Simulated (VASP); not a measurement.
# Si (Fd-3m) in VASP: settings compared, part 2 of 2

VASP 6.6.1. Earlier steps stand in the parts before.

## 4. Band structure, r2SCAN+rVV10

This run uses another cell than the first one, of 20.03 Å³/atom, 1.006 times its volume.

Contents of INCAR:

```
SYSTEM = Si
ALGO = Normal
BPARAM = 11.95
CPARAM = 0.0093
EDIFF = 1E-6
ENCUT = 520
ICORELEVEL = 1
ISIF = 2
ISMEAR = 0
IVDW_NL = 2
LASPH = .TRUE.
LCHARG = .FALSE.
LMIXTAU = .TRUE.
LREAL = .FALSE.
LUSE_VDW = .TRUE.
LWAVE = .FALSE.
METAGGA = R2SCAN
NBANDS = 11
NELM = 80
PREC = Accurate
SIGMA = 0.03
```

Contents of KPOINTS:

```
k-points
0
G
  10 10 10
  0 0 0
```

Contents of POSCAR:

```
Si                                      
1.0
    0.0000000000      2.7156149754      2.7156149754
    2.7156149754      0.0000000000      2.7156149754
    2.7156149754      2.7156149754      0.0000000000
  Si            
     2
Direct
     0.7500000000000000    0.7500000000000000    0.7500000000000000
     0.5000000000000000    0.5000000000000000    0.5000000000000000
```

Contents of KPOINTS_OPT:

```
explicit points
159
Reciprocal
 0.0000000000  0.0000000000  0.0000000000 1
 0.0357142857  0.0000000000  0.0357142857 1
 0.0714285714  0.0000000000  0.0714285714 1
 0.1071428571  0.0000000000  0.1071428571 1
 0.1428571429  0.0000000000  0.1428571429 1
 0.1785714286  0.0000000000  0.1785714286 1
[... 151 lines left out ...]
 0.4250000000  0.0000000000  0.4250000000 1
 0.4500000000  0.0000000000  0.4500000000 1
```

Potentials or basis: VASP PAW PBE potentials, release 64 (Si).

On the command line:

```bash
cat potpaw_PBE.64/Si/POTCAR > POTCAR
mpirun -np 1 vasp_std > vasp.out
```

OUTCAR:

```text
SYSTEM = Si
   BPARAM = 11.95
   EDIFF = 1E-6
   ENCUT = 520
   ISIF = 2
   ISMEAR = 0
   IVDW_NL = 2
   LASPH = .TRUE.
   LREAL = .FALSE.
   METAGGA = R2SCAN
   NELM = 80
   PREC = Accurate

 ion  position               nearest neighbor table
   1  0.750  0.750  0.750-   2 2.35   2 2.35   2 2.35   2 2.35
   2  0.500  0.500  0.500-   1 2.35   1 2.35   1 2.35   1 2.35

  LATTYP: Found a face centered cubic cell.
 ALAT       =     5.4312299508

  Lattice vectors:

 A1 = (   0.0000000000,   2.7156149754,   2.7156149754)
 A2 = (   2.7156149754,   0.0000000000,   2.7156149754)
 A3 = (   2.7156149754,   2.7156149754,   0.0000000000)

Analysis of symmetry for initial positions (statically):
=====================================================================
 Subroutine PRICEL returns:
 Original cell was already a primitive cell.

 Routine SETGRP: Setting up the symmetry group for a
 face centered cubic supercell.

 Subroutine GETGRP returns: Found 48 space group operations
 (whereof 24 operations were pure point group operations)
 out of a pool of 48 trial point group operations.

The static configuration has the point symmetry T_d .
[... 176 lines left out ...]
 Fermi energy:         5.8545154034

 k-point     1 :       0.0000    0.0000    0.0000
  band No.  band energies     occupation
      1      -6.8013      2.00000
      2       5.7338      2.00000
      3       5.7338      2.00000
      4       5.7338      2.00000
      5       8.4835      0.00000
      6       8.4835      0.00000
      7       8.4835      0.00000
      8       9.7126      0.00000
      9      13.8541      0.00000
     10      13.8541      0.00000
     11      14.3483      0.00000
[... 267 lines left out ...]
 k-point    21 :      -0.3000    0.2000    0.0000
  band No.  band energies     occupation
      1      -4.6220      2.00000
      2      -0.2170      2.00000
      3       2.1250      2.00000
      4       4.3375      2.00000
      5       8.4568      0.00000
      6      10.5753      0.00000
      7      10.7177      0.00000

------------------------ aborting loop because EDIFF is reached ----------------------------------------

  FORCE on cell =-STRESS in cart. coord.  units (eV):
  Direction    XX          YY          ZZ          XY          YZ          ZX
  --------------------------------------------------------------------------------------
  -------------------------------------------------------------------------------------
  Total        0.0040799      0.0040799      0.0040799      0.0000000      0.0000000      0.0000000
  in kB        0.1632028      0.1632028      0.1632028      0.0000000      0.0000000      0.0000000
  external PRESSURE =       0.1632028 kB  Pullay stress =       0.0000000 kB

 VOLUME and BASIS-vectors are now :
 -----------------------------------------------------------------------------
  energy-cutoff  :      520.00
  volume of cell :       40.05
      direct lattice vectors                 reciprocal lattice vectors
     0.000000000  2.715614975  2.715614975    -0.184120357  0.184120357  0.184120357
     2.715614975  0.000000000  2.715614975     0.184120357 -0.184120357  0.184120357
     2.715614975  2.715614975  0.000000000     0.184120357  0.184120357 -0.184120357

 POSITION                                       TOTAL-FORCE (eV/Angst)
 -----------------------------------------------------------------------------------
      4.07342      4.07342      4.07342        -0.000000      0.000000      0.000000
      2.71561      2.71561      2.71561         0.000000     -0.000000     -0.000000
 -----------------------------------------------------------------------------------
    total drift:                                0.000000     -0.000000     -0.000000

  FREE ENERGIE OF THE ION-ELECTRON SYSTEM (eV)
  ---------------------------------------------------
  free  energy   TOTEN  =       -17.4040458800 eV

  energy  without entropy=      -17.4040458800  energy(sigma->0) =      -17.40404588
```

Run time: 3.7 min. Hardware: 1 thread of AMD EPYC 7R13 (Zen 3), shared host; peak memory 0.25 GiB.

Results:

```
Free energy             : -17.4040 eV
Pressure                : 0.0 GPa
Band gap on the k mesh  : 0.75 eV, indirect (least direct gap 2.75 eV)
Band gap along the path : 0.74 eV, indirect (least direct gap 2.75 eV)
```

Levels at the corners of the path, in eV from the valence-band top:
| point | band 1 | band 2 | band 3 | band 4 | band 5 | band 6 | band 7 | band 8 | band 9 |
| --- | --- | --- | --- | --- | --- | --- | --- | --- | --- |
| Γ | -12.54 | 0.00 | 0.00 | 0.00 | 2.75 | 2.75 | 2.75 | 3.98 | 8.12 |
| X | -8.16 | -8.16 | -3.02 | -3.02 | 0.88 | 0.88 | 10.88 | 10.88 | 11.61 |
| X | -8.16 | -8.16 | -3.02 | -3.02 | 0.88 | 0.88 | 10.88 | 10.88 | 11.61 |
| W | -7.99 | -7.99 | -4.04 | -4.04 | 4.57 | 4.57 | 5.42 | 5.42 | 11.28 |
| W | -7.99 | -7.99 | -4.04 | -4.04 | 4.57 | 4.57 | 5.42 | 5.42 | 11.28 |
| K | -8.60 | -7.54 | -4.51 | -2.57 | 1.40 | 4.45 | 7.99 | 8.57 | 8.89 |
| K | -8.60 | -7.54 | -4.51 | -2.57 | 1.40 | 4.45 | 7.99 | 8.57 | 8.89 |
| Γ | -12.54 | 0.00 | 0.00 | 0.00 | 2.75 | 2.75 | 2.75 | 3.98 | 8.12 |
| Γ | -12.54 | 0.00 | 0.00 | 0.00 | 2.75 | 2.75 | 2.75 | 3.98 | 8.12 |
| L | -10.08 | -7.28 | -1.27 | -1.27 | 1.86 | 3.57 | 3.57 | 8.27 | 11.15 |
| L | -10.08 | -7.28 | -1.27 | -1.27 | 1.86 | 3.57 | 3.57 | 8.27 | 11.15 |
| U | -8.60 | -7.54 | -4.51 | -2.57 | 1.40 | 4.45 | 7.99 | 8.57 | 8.89 |
| U | -8.60 | -7.54 | -4.51 | -2.57 | 1.40 | 4.45 | 7.99 | 8.57 | 8.89 |
| W | -7.99 | -7.99 | -4.04 | -4.04 | 4.57 | 4.57 | 5.42 | 5.42 | 11.28 |
| W | -7.99 | -7.99 | -4.04 | -4.04 | 4.57 | 4.57 | 5.42 | 5.42 | 11.28 |
| L | -10.08 | -7.28 | -1.27 | -1.27 | 1.86 | 3.57 | 3.57 | 8.27 | 11.15 |
| L | -10.08 | -7.28 | -1.27 | -1.27 | 1.86 | 3.57 | 3.57 | 8.27 | 11.15 |
| K | -8.60 | -7.54 | -4.51 | -2.57 | 1.40 | 4.45 | 7.99 | 8.57 | 8.89 |
| U | -8.60 | -7.54 | -4.51 | -2.57 | 1.40 | 4.45 | 7.99 | 8.57 | 8.89 |
| X | -8.16 | -8.16 | -3.02 | -3.02 | 0.88 | 0.88 | 10.88 | 10.88 | 11.61 |

Core levels (eV, on the scale of the bands):
| atom | levels |
| --- | --- |
| 1 Si | 1s -1800.8, 2s -135.9, 2p -91.5 |
| 2 Si | 1s -1800.8, 2s -135.9, 2p -91.5 |

Caveat: the PAW data sets were made with another functional, which shifts forces and pressure a little. r2SCAN opens gaps a little over a GGA but as a rule still falls short of measured ones.

## 5. Band structure, PBEsol

This run uses another cell than the first one, of 20.08 Å³/atom, 1.009 times its volume.

Contents of INCAR:

```
SYSTEM = Si
ALGO = Fast
EDIFF = 1E-7
ENCUT = 520
GGA = PS
ICORELEVEL = 1
ISIF = 2
ISMEAR = 0
LASPH = .True.
LCHARG = .False.
LREAL = .False.
LWAVE = .False.
NBANDS = 11
NELM = 80
PREC = Accurate
SIGMA = 0.03
```

Contents of KPOINTS:

```
k-points
0
Gamma
  10 10 10
  0 0 0
```

Contents of POSCAR:

```
Si                                      
1.0
    0.0000000000      2.7178477094      2.7178477094
    2.7178477094      0.0000000000      2.7178477094
    2.7178477094      2.7178477094      0.0000000000
  Si            
     2
Direct
     0.7500000000000000    0.7500000000000000    0.7500000000000000
     0.5000000000000000    0.5000000000000000    0.5000000000000000
```

KPOINTS_OPT is that of step 4.

On the command line:

```bash
cat potpaw_PBE.64/Si/POTCAR > POTCAR
mpirun -np 1 vasp_std > vasp.out
```

It took 52 s on 1 thread of Intel Xeon Platinum 8259CL at 2.50GHz (Skylake/Cascade Lake), shared host; peak memory 0.18 GiB.

The run converged. Its results:

- Free energy: -11.4926 eV
- Pressure: 0.0 GPa
- Band gap on the k mesh: 0.47 eV, indirect (least direct gap 2.52 eV)
- Band gap along the path: 0.46 eV, indirect (least direct gap 2.52 eV)

Levels at the corners of the path, in eV from the valence-band top:
| point | band 1 | band 2 | band 3 | band 4 | band 5 | band 6 | band 7 | band 8 | band 9 |
| --- | --- | --- | --- | --- | --- | --- | --- | --- | --- |
| Γ | -11.97 | 0.00 | 0.00 | 0.00 | 2.52 | 2.52 | 2.52 | 3.29 | 7.69 |
| X | -7.82 | -7.82 | -2.87 | -2.87 | 0.59 | 0.59 | 10.04 | 10.04 | 10.92 |
| X | -7.82 | -7.82 | -2.87 | -2.87 | 0.59 | 0.59 | 10.04 | 10.04 | 10.92 |
| W | -7.65 | -7.65 | -3.90 | -3.90 | 4.17 | 4.17 | 4.94 | 4.94 | 10.52 |
| W | -7.65 | -7.65 | -3.90 | -3.90 | 4.17 | 4.17 | 4.94 | 4.94 | 10.52 |
| K | -8.23 | -7.23 | -4.35 | -2.44 | 1.09 | 4.04 | 7.41 | 7.94 | 8.15 |
| K | -8.23 | -7.23 | -4.35 | -2.44 | 1.09 | 4.04 | 7.41 | 7.94 | 8.15 |
| Γ | -11.97 | 0.00 | 0.00 | 0.00 | 2.52 | 2.52 | 2.52 | 3.29 | 7.69 |
| Γ | -11.97 | 0.00 | 0.00 | 0.00 | 2.52 | 2.52 | 2.52 | 3.29 | 7.69 |
| L | -9.63 | -7.00 | -1.20 | -1.20 | 1.46 | 3.27 | 3.27 | 7.51 | 10.50 |
| L | -9.63 | -7.00 | -1.20 | -1.20 | 1.46 | 3.27 | 3.27 | 7.51 | 10.50 |
| U | -8.23 | -7.23 | -4.35 | -2.44 | 1.09 | 4.04 | 7.41 | 7.94 | 8.15 |
| U | -8.23 | -7.23 | -4.35 | -2.44 | 1.09 | 4.04 | 7.41 | 7.94 | 8.15 |
| W | -7.65 | -7.65 | -3.90 | -3.90 | 4.17 | 4.17 | 4.94 | 4.94 | 10.52 |
| W | -7.65 | -7.65 | -3.90 | -3.90 | 4.17 | 4.17 | 4.94 | 4.94 | 10.52 |
| L | -9.63 | -7.00 | -1.20 | -1.20 | 1.46 | 3.27 | 3.27 | 7.51 | 10.50 |
| L | -9.63 | -7.00 | -1.20 | -1.20 | 1.46 | 3.27 | 3.27 | 7.51 | 10.50 |
| K | -8.23 | -7.23 | -4.35 | -2.44 | 1.09 | 4.04 | 7.41 | 7.94 | 8.15 |
| U | -8.23 | -7.23 | -4.35 | -2.44 | 1.09 | 4.04 | 7.41 | 7.94 | 8.15 |
| X | -7.82 | -7.82 | -2.87 | -2.87 | 0.59 | 0.59 | 10.04 | 10.04 | 10.92 |

Core levels (eV, on the scale of the bands):
```csv
atom,levels
1 Si,"1s -1774.0, 2s -128.0, 2p -84.0"
2 Si,"1s -1774.0, 2s -128.0, 2p -84.0"
```

Caveat: the PAW data sets were made with another functional, which shifts forces and pressure a little. A hybrid or GW would open this gap; PBEsol tends to underestimate it.

## 6. Band structure, PBE

This run uses another cell than the first one, of 20.44 Å³/atom, 1.027 times its volume.

Contents of INCAR:

```
PREC = Accurate ; ENCUT = 520
EDIFF = 1E-6 ; ISMEAR = 0
SIGMA = 0.03 ; LREAL = F
LASPH = T ; NELM = 80
ALGO = Fast ; ISIF = 2
LWAVE = F ; LCHARG = F
GGA = PE ; NBANDS = 11
ICORELEVEL = 1
```

Contents of KPOINTS:

```
Automatic mesh
0
Gamma
  10 10 10
```

Contents of POSCAR:

```
Si                                      
1.0
    0.0000000000      2.7342968687      2.7342968687
    2.7342968687      0.0000000000      2.7342968687
    2.7342968687      2.7342968687      0.0000000000
  Si            
     2
Direct
     0.7500000000000000    0.7500000000000000    0.7500000000000000
     0.5000000000000000    0.5000000000000000    0.5000000000000000
```

Contents of KPOINTS_OPT:

```
explicit points
109
Reciprocal
 0.0000000000  0.0000000000  0.0000000000 1
 0.0555555556  0.0000000000  0.0555555556 1
 0.1111111111  0.0000000000  0.1111111111 1
 0.1666666667  0.0000000000  0.1666666667 1
 0.2222222222  0.0000000000  0.2222222222 1
 0.2777777778  0.0000000000  0.2777777778 1
 0.3333333333  0.0000000000  0.3333333333 1
 0.3888888889  0.0000000000  0.3888888889 1
 0.4444444444  0.0000000000  0.4444444444 1
 0.5000000000  0.0000000000  0.5000000000 1
 0.5000000000  0.0000000000  0.5000000000 1
 0.5000000000  0.0277777778  0.5277777778 1
 0.5000000000  0.0555555556  0.5555555556 1
 0.5000000000  0.0833333333  0.5833333333 1
 0.5000000000  0.1111111111  0.6111111111 1
 0.5000000000  0.1388888889  0.6388888889 1
 0.5000000000  0.1666666667  0.6666666667 1
 0.5000000000  0.1944444444  0.6944444444 1
 0.5000000000  0.2222222222  0.7222222222 1
 0.5000000000  0.2500000000  0.7500000000 1
 0.5000000000  0.2500000000  0.7500000000 1
 0.4861111111  0.2638888889  0.7500000000 1
 0.4722222222  0.2777777778  0.7500000000 1
 0.4583333333  0.2916666667  0.7500000000 1
 0.4444444444  0.3055555556  0.7500000000 1
 0.4305555556  0.3194444444  0.7500000000 1
 0.4166666667  0.3333333333  0.7500000000 1
 0.4027777778  0.3472222222  0.7500000000 1
 0.3888888889  0.3611111111  0.7500000000 1
 0.3750000000  0.3750000000  0.7500000000 1
 0.3750000000  0.3750000000  0.7500000000 1
 0.3333333333  0.3333333333  0.6666666667 1
 0.2916666667  0.2916666667  0.5833333333 1
 0.2500000000  0.2500000000  0.5000000000 1
 0.2083333333  0.2083333333  0.4166666667 1
 0.1666666667  0.1666666667  0.3333333333 1
 0.1250000000  0.1250000000  0.2500000000 1
 0.0833333333  0.0833333333  0.1666666667 1
 0.0416666667  0.0416666667  0.0833333333 1
 0.0000000000  0.0000000000  0.0000000000 1
 0.0000000000  0.0000000000  0.0000000000 1
 0.0555555556  0.0555555556  0.0555555556 1
 0.1111111111  0.1111111111  0.1111111111 1
 0.1666666667  0.1666666667  0.1666666667 1
 0.2222222222  0.2222222222  0.2222222222 1
 0.2777777778  0.2777777778  0.2777777778 1
 0.3333333333  0.3333333333  0.3333333333 1
 0.3888888889  0.3888888889  0.3888888889 1
 0.4444444444  0.4444444444  0.4444444444 1
 0.5000000000  0.5000000000  0.5000000000 1
 0.5000000000  0.5000000000  0.5000000000 1
 0.5138888889  0.4722222222  0.5138888889 1
 0.5277777778  0.4444444444  0.5277777778 1
 0.5416666667  0.4166666667  0.5416666667 1
 0.5555555556  0.3888888889  0.5555555556 1
 0.5694444444  0.3611111111  0.5694444444 1
 0.5833333333  0.3333333333  0.5833333333 1
 0.5972222222  0.3055555556  0.5972222222 1
 0.6111111111  0.2777777778  0.6111111111 1
 0.6250000000  0.2500000000  0.6250000000 1
 0.6250000000  0.2500000000  0.6250000000 1
 0.6111111111  0.2500000000  0.6388888889 1
 0.5972222222  0.2500000000  0.6527777778 1
 0.5833333333  0.2500000000  0.6666666667 1
 0.5694444444  0.2500000000  0.6805555556 1
 0.5555555556  0.2500000000  0.6944444444 1
 0.5416666667  0.2500000000  0.7083333333 1
 0.5277777778  0.2500000000  0.7222222222 1
 0.5138888889  0.2500000000  0.7361111111 1
 0.5000000000  0.2500000000  0.7500000000 1
 0.5000000000  0.2500000000  0.7500000000 1
 0.5000000000  0.2777777778  0.7222222222 1
 0.5000000000  0.3055555556  0.6944444444 1
 0.5000000000  0.3333333333  0.6666666667 1
 0.5000000000  0.3611111111  0.6388888889 1
 0.5000000000  0.3888888889  0.6111111111 1
 0.5000000000  0.4166666667  0.5833333333 1
 0.5000000000  0.4444444444  0.5555555556 1
 0.5000000000  0.4722222222  0.5277777778 1
 0.5000000000  0.5000000000  0.5000000000 1
 0.5000000000  0.5000000000  0.5000000000 1
 0.4861111111  0.4861111111  0.5277777778 1
 0.4722222222  0.4722222222  0.5555555556 1
 0.4583333333  0.4583333333  0.5833333333 1
 0.4444444444  0.4444444444  0.6111111111 1
 0.4305555556  0.4305555556  0.6388888889 1
 0.4166666667  0.4166666667  0.6666666667 1
 0.4027777778  0.4027777778  0.6944444444 1
 0.3888888889  0.3888888889  0.7222222222 1
 0.3750000000  0.3750000000  0.7500000000 1
 0.6250000000  0.2500000000  0.6250000000 1
 0.6111111111  0.2222222222  0.6111111111 1
 0.5972222222  0.1944444444  0.5972222222 1
 0.5833333333  0.1666666667  0.5833333333 1
 0.5694444444  0.1388888889  0.5694444444 1
 0.5555555556  0.1111111111  0.5555555556 1
 0.5416666667  0.0833333333  0.5416666667 1
 0.5277777778  0.0555555556  0.5277777778 1
 0.5138888889  0.0277777778  0.5138888889 1
 0.5000000000  0.0000000000  0.5000000000 1
 0.0000000000  0.0000000000  0.0000000000 1
 0.3750000000  0.3750000000  0.7500000000 1
 0.5000000000  0.5000000000  0.5000000000 1
 0.6250000000  0.2500000000  0.6250000000 1
 0.5000000000  0.2500000000  0.7500000000 1
 0.5000000000  0.0000000000  0.5000000000 1
 0.4000000000  0.0000000000  0.4000000000 1
 0.4250000000  0.0000000000  0.4250000000 1
 0.4500000000  0.0000000000  0.4500000000 1
```

Potentials or basis: VASP PAW PBE potentials, release 64 (Si).

On the command line:

```bash
cat potpaw_PBE.64/Si/POTCAR > POTCAR
mpirun -np 1 vasp_std > vasp.out
```

Wall time 19 s (1 thread of Intel Xeon 6975P-C (Granite Rapids), shared host); peak memory 0.17 GiB.

Results (log left out):

```
Free energy             : -10.8492 eV
Pressure                : 0.0 GPa
Band gap on the k mesh  : 0.62 eV, indirect (least direct gap 2.56 eV)
Band gap along the path : 0.61 eV, indirect (least direct gap 2.56 eV)
```

Levels at the corners of the path, in eV from the valence-band top:
```csv
point,band 1,band 2,band 3,band 4,band 5,band 6,band 7,band 8,band 9
Γ,-11.81,0.00,0.00,0.00,2.56,2.56,2.56,3.13,7.71
X,-7.75,-7.75,-2.79,-2.79,0.75,0.75,9.94,9.94,10.91
X,-7.75,-7.75,-2.79,-2.79,0.75,0.75,9.94,9.94,10.91
W,-7.59,-7.59,-3.76,-3.76,4.27,4.27,4.93,4.93,10.45
W,-7.59,-7.59,-3.76,-3.76,4.27,4.27,4.93,4.93,10.45
K,-8.16,-7.16,-4.20,-2.38,1.23,4.11,7.38,7.92,8.08
K,-8.16,-7.16,-4.20,-2.38,1.23,4.11,7.38,7.92,8.08
Γ,-11.81,0.00,0.00,0.00,2.56,2.56,2.56,3.13,7.71
Γ,-11.81,0.00,0.00,0.00,2.56,2.56,2.56,3.13,7.71
L,-9.54,-6.87,-1.18,-1.18,1.47,3.35,3.35,7.70,10.50
L,-9.54,-6.87,-1.18,-1.18,1.47,3.35,3.35,7.70,10.50
U,-8.16,-7.16,-4.20,-2.38,1.23,4.11,7.38,7.92,8.08
U,-8.16,-7.16,-4.20,-2.38,1.23,4.11,7.38,7.92,8.08
W,-7.59,-7.59,-3.76,-3.76,4.27,4.27,4.93,4.93,10.45
W,-7.59,-7.59,-3.76,-3.76,4.27,4.27,4.93,4.93,10.45
L,-9.54,-6.87,-1.18,-1.18,1.47,3.35,3.35,7.70,10.50
L,-9.54,-6.87,-1.18,-1.18,1.47,3.35,3.35,7.70,10.50
K,-8.16,-7.16,-4.20,-2.38,1.23,4.11,7.38,7.92,8.08
U,-8.16,-7.16,-4.20,-2.38,1.23,4.11,7.38,7.92,8.08
X,-7.75,-7.75,-2.79,-2.79,0.75,0.75,9.94,9.94,10.91
```

Core levels (eV, on the scale of the bands):
```csv
atom,levels
1 Si,"1s -1774.1, 2s -128.1, 2p -84.1"
2 Si,"1s -1774.1, 2s -128.1, 2p -84.1"
```

## 7. The runs side by side

| level | cell | gap on the mesh (eV) | pressure (GPa) |
| --- | --- | --- | --- |
| PBE+D3(BJ) | Fd-3m, 19.9 Å³/atom | 0.57 | 0.0 |
| RPBE | Fd-3m, 20.77 Å³/atom | 0.70 | 0.0 |
| r2SCAN+rVV10 | Fd-3m, 20.03 Å³/atom | 0.75 | 0.0 |
| PBEsol | Fd-3m, 20.08 Å³/atom | 0.47 | 0.0 |
| PBE | Fd-3m, 20.44 Å³/atom | 0.62 | 0.0 |

Alike in all rows: task band structure; potentials or basis VASP PAW PBE potentials, release 64 (Si); no spin polarisation; k mesh 10 × 10 × 10; cutoff (eV) 520; smearing gaussian 0.03 eV.

On the cell as given the gap runs from 0.46 eV (PBEsol) to 0.74 eV (r2SCAN+rVV10).

Caveats: the PAW data sets were made with another functional, which shifts forces and pressure a little (some runs).

Absolute energies hang on the potentials; compare differences alone.
